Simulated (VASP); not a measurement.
# K (Im-3m) in VASP: further runs

The runs below take K through relaxation of cell and atoms, with LDA.

All numbers are computed with VASP 6.6.1; they aren't measurements. Logs are shortened: lines on timing, memory, paths and dates and some standing lists are left out, and cuts for length are marked.

## 1. Starting point

It takes space group Im-3m (No. 229, cubic). The conventional cell has a = 5.225 Å, b = 5.225 Å, c = 5.225 Å, α = 90.00°, β = 90.00°, γ = 90.00°.

## 2. Relaxation of cell and atoms, LDA

INCAR reads:

```
SYSTEM = K
ALGO = Normal
EDIFF = 1E-6
EDIFFG = -0.01
ENCUT = 600
IBRION = 2
ISIF = 3
ISMEAR = 1
KPAR = 2
LASPH = .True.
LCHARG = .False.
LREAL = .False.
LWAVE = .False.
NELM = 80
NSW = 90
PREC = Accurate
SIGMA = 0.1
```

KPOINTS reads:

```
k-points
0
Gamma
  10 10 10
  0 0 0
```

POSCAR reads:

```
K
1.0
   -2.6125000000      2.6125000000      2.6125000000
    2.6125000000     -2.6125000000      2.6125000000
    2.6125000000      2.6125000000     -2.6125000000
K
1
Direct
    0.0000000000      0.0000000000      0.0000000000
```

Potentials or basis: VASP PAW LDA potentials, release 64 (K_sv).

On the command line:

```console
$ cat potpaw_LDA.64/K_sv/POTCAR > POTCAR
$ mpirun -np 2 vasp_std > vasp.out
```

OUTCAR:

```text
SYSTEM = K
   EDIFF = 1E-6
   EDIFFG = -0.01
   ENCUT = 600
   IBRION = 2
   ISIF = 3
   ISMEAR = 1
   LASPH = .True.
   LREAL = .False.
   NELM = 80
   NSW = 90
   PREC = Accurate

 ion  position               nearest neighbor table
   1  0.000  0.000  0.000-

  LATTYP: Found a body centered cubic cell.
 ALAT       =     5.2250000000

  Lattice vectors:

 A1 = (  -2.6125000000,   2.6125000000,   2.6125000000)
 A2 = (   2.6125000000,  -2.6125000000,   2.6125000000)
 A3 = (   2.6125000000,   2.6125000000,  -2.6125000000)

Analysis of symmetry for initial positions (statically):
=====================================================================
 Subroutine PRICEL returns:
 Original cell was already a primitive cell.

 Routine SETGRP: Setting up the symmetry group for a
 body centered cubic supercell.

 Subroutine GETGRP returns: Found 48 space group operations
 (whereof 48 operations were pure point group operations)
 out of a pool of 48 trial point group operations.

The static configuration has the point symmetry O_h .

Analysis of symmetry for dynamics (positions and initial velocities):
=====================================================================
 Subroutine PRICEL returns:
 Original cell was already a primitive cell.

 Routine SETGRP: Setting up the symmetry group for a
 body centered cubic supercell.

 Subroutine GETGRP returns: Found 48 space group operations
 (whereof 48 operations were pure point group operations)
 out of a pool of 48 trial point group operations.

The dynamic configuration has the point symmetry O_h .

 Subroutine INISYM returns: Found 48 space group operations
 (whereof 48 operations are pure point group operations),
 and found     1 'primitive' translations

----------------------------------------------------------------------------------------

                                     Primitive cell

  volume of cell :      71.3229

  direct lattice vectors                    reciprocal lattice vectors
    -2.612500000  2.612500000  2.612500000     0.000000000  0.191387560  0.191387560
     2.612500000 -2.612500000  2.612500000     0.191387560  0.000000000  0.191387560
     2.612500000  2.612500000 -2.612500000     0.191387560  0.191387560  0.000000000

  length of vectors
     4.524982735  4.524982735  4.524982735     0.270662883  0.270662883  0.270662883

[... 85 lines left out ...]
   ISYM   =      2    0-nonsym 1-usesym 2-fastsym
   POTIM  = 0.5000    time-step for ionic-motion
   TEBEG  =    0.0;   TEEND  =   0.0 temperature during run
   PSTRESS=    0.0 pullay stress
   NELECT =       9.0000    total number of electrons
   NUPDOWN=      -1.0000    fix difference up-down
   EMIN   =  10.00;   EMAX   =-10.00  energy-range for DOS
   EFERMI =   0.00;   METHOD = LEGACY
   ISMEAR =     1;   SIGMA  =   0.10  broadening in eV -4-tet -1-fermi 0-gaus
   EFERMI_NEDOS =   21; number of points for ismear=-14 and -15
   IALGO  =     38    algorithm
   IMIX   =      4    mixing-type and parameters
     AMIX     =   0.40;   BMIX     =  1.00
     AMIX_MAG =   1.60;   BMIX_MAG =  1.00
  volume/ion in A,a.u.               =      71.32       481.31
  Fermi-wavevector in a.u.,A,eV,Ry     =   0.821131  1.551714  9.173822  0.674257
  Thomas-Fermi vector in A             =   1.932236
   LORBIT       =      0    0 simple, 1 ext, 2 COOP (PROOUT), +10 PAW based schemes
   GGA     = CA    functional components
   LHFCALC =     F    Hartree Fock is set to
   AEXX    =    0.0000 exact exchange contribution
   IVDW    =     0    specifies the selected vdW correction
   LEPSILON=     F    determine dielectric tensor
   LRPA    =     F    only Hartree local field effects (RPA)
 conjugate gradient relaxation of ions
 non-spin polarized calculation
 Methfessel and Paxton  Order N= 1 SIGMA  =   0.10
  energy-cutoff  :      600.00
  volume of cell :       71.32
 maximum number of plane-waves:      2404
   NGX = 19   NGY = 19   NGZ = 19

--------------------------------------- Ionic step        1  -------------------------------------------

 number of electron       9.0000000 magnetization

 Free energy of the ion-electron system (eV)
  ---------------------------------------------------
  ext. energy  EPLUGINS =         0.00000000
  ---------------------------------------------------
  free energy    TOTEN  =        -1.15204346 eV

  energy without entropy =       -1.15105874  energy(sigma->0) =       -1.15171522

------------------------ aborting loop because EDIFF is reached ----------------------------------------

  FORCE on cell =-STRESS in cart. coord.  units (eV):
  Direction    XX          YY          ZZ          XY          YZ          ZX
  --------------------------------------------------------------------------------------
  -------------------------------------------------------------------------------------
  Total       -0.1722458     -0.1722458     -0.1722458      0.0000000     -0.0000000      0.0000000
  in kB       -3.8692820     -3.8692820     -3.8692820      0.0000000     -0.0000000      0.0000000
  external PRESSURE =      -3.8692820 kB  Pullay stress =       0.0000000 kB
[... 92 lines left out ...]
--------------------------------------- Ionic step        4  -------------------------------------------

 number of electron       8.9999999 magnetization

 E-fermi :   0.1552     XC(G=0):  -6.4019

 val. band max:        0.1492556206   @ k =   0.3000   0.2000   0.0000
 cond. band min:       0.2487389605   @ k =  -0.4000   0.4000   0.2000
 fundamental gap:      0.0994833399
 Fermi energy:         0.1552133054

 k-point     1 :       0.0000    0.0000    0.0000
  band No.  band energies     occupation
      1     -31.5616      2.00000
      2     -15.2199      2.00000
      3     -15.2199      2.00000
      4     -15.2199      2.00000
      5      -2.3056      2.00000
      6       4.4840      0.00000
      7       4.4840      0.00000
      8       4.4840      0.00000
[... 287 lines left out ...]
--------------------------------------- Ionic step        5  -------------------------------------------

 number of electron       9.0000001 magnetization

 Free energy of the ion-electron system (eV)
  ---------------------------------------------------
  ext. energy  EPLUGINS =         0.00000000
  ---------------------------------------------------
  free energy    TOTEN  =        -1.16143742 eV

  energy without entropy =       -1.16044652  energy(sigma->0) =       -1.16110712

 E-fermi :  -0.0048     XC(G=0):  -6.2272

 val. band max:       -0.0113673794   @ k =   0.3000   0.2000   0.0000
 cond. band min:       0.0881234059   @ k =  -0.4000   0.4000   0.2000
 fundamental gap:      0.0994907853
 Fermi energy:        -0.0048095393

 k-point     1 :       0.0000    0.0000    0.0000
  band No.  band energies     occupation
      1     -31.7469      2.00000
      2     -15.4142      2.00000
      3     -15.4142      2.00000
      4     -15.4142      2.00000
      5      -2.3676      2.00000
      6       4.2750      0.00000
      7       4.2750      0.00000
      8       4.2750      0.00000
[... 281 lines left out ...]
  FREE ENERGIE OF THE ION-ELECTRON SYSTEM (eV)
  ---------------------------------------------------
  free  energy   TOTEN  =        -1.1614374242 eV

  energy  without entropy=       -1.1604465190  energy(sigma->0) =       -1.16110712

 reached required accuracy - stopping structural energy minimisation
```

OSZICAR:

```text
N       E                     dE             d eps       ncg     rms          rms(c)
DAV:   1     0.522263466474E+02    0.52226E+02   -0.39493E+03   752   0.982E+02
DAV:   2     0.867253508719E+00   -0.51359E+02   -0.51084E+02   752   0.236E+02
DAV:   3    -0.108947358042E+01   -0.19567E+01   -0.19552E+01  1200   0.392E+01
DAV:   4    -0.115253139150E+01   -0.63058E-01   -0.63048E-01  1152   0.579E+00
[... 40 lines left out ...]
DAV:   4    -0.116023960364E+01   -0.27033E-04   -0.19965E-02  1400   0.879E-01    0.660E-01
DAV:   5    -0.116148668477E+01   -0.12471E-02   -0.13965E-02  1128   0.737E-01    0.140E-01
DAV:   6    -0.116143973212E+01    0.46953E-04   -0.18050E-04  1224   0.111E-01    0.465E-02
DAV:   7    -0.116143807427E+01    0.16579E-05   -0.12844E-05  1136   0.335E-02    0.133E-02
DAV:   8    -0.116143742420E+01    0.65007E-06   -0.12297E-06   720   0.870E-03
   5 F= -.11614374E+01 E0= -.11611071E+01  d E =-.939396E-02
```

CONTCAR:

```text
K
   1.00000000000000
    -2.5236012634737954    2.5236012634737954    2.5236012634737954
     2.5236012634737954   -2.5236012634737954    2.5236012634737954
     2.5236012634737954    2.5236012634737954   -2.5236012634737954
  K
     1
Direct
     0.0000000000000000    0.0000000000000000    0.0000000000000000

  0.00000000E+00  0.00000000E+00  0.00000000E+00
```

Wall time 31 s (2 MPI ranks of Intel Xeon Platinum 8559C (Emerald Rapids), shared host); peak memory 0.18 GiB.

What came out:

```yaml
Free_energy: -1.1614 eV
Relaxed_volume: 64.29 Å³/atom
Relaxed_cell: a = 4.371 Å, b = 4.371 Å, c = 4.371 Å, α = 109.47°, β = 109.47°, γ = 109.47°
Space_group_after_relaxing_to_0.05_Å: Im-3m (No. 229)
Energy_gained_by_relaxing: 9.4 meV/atom
Ionic_steps: 5
Pressure_after_relaxing: 0.0 GPa
Band_gap_on_the_k_mesh: none (metal or under the smearing width)
```

Step by step:
| step | energy change (eV) | largest force (eV/Å) | pressure (GPa) | volume (Å³) |
| --- | --- | --- | --- | --- |
| 1 | 0.0000 | 0.0000 | -0.39 | 71.32 |
| 2 | -0.0039 | 0.0000 | -0.31 | 69.56 |
| 3 | -0.0084 | 0.0000 | -0.15 | 66.41 |
| 4 | -0.0059 | 0.0000 | 0.31 | 60.38 |
| 5 | -0.0094 | 0.0000 | -0.01 | 64.29 |

Final structure:
```
K
1.0
    -2.52360    2.52360    2.52360
     2.52360   -2.52360    2.52360
     2.52360    2.52360   -2.52360
K
1
Direct
  0.00000 0.00000 0.00000
```

Levels at points of the mesh, in eV from the Fermi level:
| k point | band 1 | band 2 | band 3 | band 4 | band 5 | band 6 | band 7 | band 8 |
| --- | --- | --- | --- | --- | --- | --- | --- | --- |
| (0.00, 0.00, 0.00) | -31.74 | -15.41 | -15.41 | -15.41 | -2.36 | 4.28 | 4.28 | 4.28 |
| (0.50, 0.00, 0.00) | -31.73 | -15.52 | -15.45 | -15.41 | 0.39 | 0.81 | 3.11 | 5.01 |
| (0.50, 0.50, 0.50) | -31.73 | -15.49 | -15.49 | -15.49 | 1.59 | 1.59 | 3.83 | 3.83 |

## 3. Relaxation of cell and atoms, LDA

This run uses another cell than the first one, of 64.29 Å³/atom, 0.901 times its volume.

Edit INCAR of step 2 so:

```diff
@@ -2,4 +2,4 @@
 ALGO = Normal
-EDIFF = 1E-6
-EDIFFG = -0.01
+EDIFF = 1E-7
+EDIFFG = -0.005
 ENCUT = 600
```

KPOINTS is that of step 2.

POSCAR reads:

```
K                                       
1.0
   -2.5236012635      2.5236012635      2.5236012635
    2.5236012635     -2.5236012635      2.5236012635
    2.5236012635      2.5236012635     -2.5236012635
  K             
     1
Direct
     0.0000000000000000    0.0000000000000000    0.0000000000000000
```

Potentials or basis: VASP PAW LDA potentials, release 64 (K_sv).

On the command line:

```console
$ cat potpaw_LDA.64/K_sv/POTCAR > POTCAR
$ mpirun -np 2 vasp_std > vasp.out
```

It took 14 s on 2 MPI ranks of Intel Xeon Platinum 8559C (Emerald Rapids), shared host; peak memory 0.17 GiB.

It converged, with:

* Free energy: -1.1613 eV
* Pressure after relaxing: 0.0 GPa
* Band gap on the k mesh: none (metal or under the smearing width)

Final structure:
```yaml
crystal:
  lattice:
    - [-2.52360, 2.52360, 2.52360]
    - [2.52360, -2.52360, 2.52360]
    - [2.52360, 2.52360, -2.52360]
  atoms:
    - { symbol: K, position: [0.00000, 0.00000, 0.00000] }
```

Levels at points of the mesh, in eV from the Fermi level:
| k point | band 2 | band 3 | band 4 | band 5 | band 6 | band 7 | band 8 |
| --- | --- | --- | --- | --- | --- | --- | --- |
| (0.00, 0.00, 0.00) | -15.41 | -15.41 | -15.41 | -2.36 | 4.28 | 4.28 | 4.28 |
| (0.50, 0.00, 0.00) | -15.52 | -15.45 | -15.41 | 0.39 | 0.81 | 3.11 | 5.01 |
| (0.50, 0.50, 0.50) | -15.49 | -15.49 | -15.49 | 1.59 | 1.59 | 3.83 | 3.83 |

Caveat: the relaxation stopped at its first step, so nothing moved.
